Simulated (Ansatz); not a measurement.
I need a G0W0 quasiparticle calculation of CdS, space group P3m1. Use the Python package of Ansatz (0.2.0). Use: PBEsol, PAW, the default cutoff (420 eV here), 6×6×2 k-points, fixed occupations.

```yaml
crystal:
  lattice:
    - [4.26117, 0.00000, 0.00000]
    - [-2.13058, 3.69028, 0.00000]
    - [0.00000, 0.00000, 5.80417]
  atoms:
    - { symbol: Cd, position: [0.00000, 0.00000, 0.44269] }
    - { symbol: S, position: [0.66667, 0.33333, 0.43431] }
```

Script `gw.py`:
```python
"""One-shot GW for CdS."""

import logging
import sys

import ansatz

logging.basicConfig(stream=sys.stdout, format="%(levelname)s:%(name)s:%(message)s")
log = logging.getLogger("cds")
log.setLevel(logging.INFO)

xtal = (
    ansatz.Lattice.from_parameters(4.26117, 4.26117, 5.804173, alpha=90, beta=90, gamma=120)
    .space_group(156)
    .atom("Cd", (0.0, 0.0, 0.442692))
    .atom("S", (2 / 3, 1 / 3, 0.434308))
)

calc = xtal.calculation()
calc = calc.kpoints(mesh=(6, 6, 2))
calc = calc.functional("pbesol").occupations("fixed")
calc = calc.gw(empty_bands=100, screening_cutoff=80, quasiparticle_bands=("v2", "c2"))
events = []
done = calc.session().plan().execute(on_event=events.append, runs_dir="gw_run")
gw = next(e["data"] for e in events if e["event"] == "gw_qp")
top = gw["frontier_bands"]["highest_filled_band"]
for qp in gw["qp"]:
    if qp["ik"] == 0:
        print("band", qp["band"], "shift", round(qp["e_qp_ev"] - qp["eps_ks_ev"], 3), "eV, Z =", round(qp["z"], 3))
for key, label in (("eps_ks_ev", "Kohn-Sham"), ("e_qp_ev", "G0W0")):
    filled = max(qp[key] for qp in gw["qp"] if qp["band"] <= top)
    empty = min(qp[key] for qp in gw["qp"] if qp["band"] > top)
    log.info(f"{label} gap on the mesh: {empty - filled:.3f} eV")
print("static dielectric eigenvalues (RPA, this mesh):", [round(e, 3) for e in gw["screening"][0]["eps_tensor_eigenvalues"]])
```

```console
$ python gw.py
DeckWarning: basis.ecutwfc = 420 eV, auto-derived from the records' recommended cutoffs: set by Cd (normal level)
band 12 shift -0.529 eV, Z = 0.77
band 13 shift -0.529 eV, Z = 0.77
band 14 shift 0.696 eV, Z = 0.808
band 15 shift 0.188 eV, Z = 0.84
INFO:cds:Kohn-Sham gap on the mesh: 1.413 eV
INFO:cds:G0W0 gap on the mesh: 2.637 eV
static dielectric eigenvalues (RPA, this mesh): [1.753, 6.352, 6.352]
```
(Warnings from the package without file and line.)

The structure comes from a database of computed cells and needn't be a stable or known phase. Mesh, empty bands and screening cutoff are small, so the quasiparticle gap isn't converged, and it is read on the mesh points alone. Spin-orbit coupling is left out, which matters for heavy elements. Processor time in the engine: 60 s on 1 thread of Intel(R) Xeon(R) Processor @ 2.30GHz (shared host), peak memory 0.65 GiB.
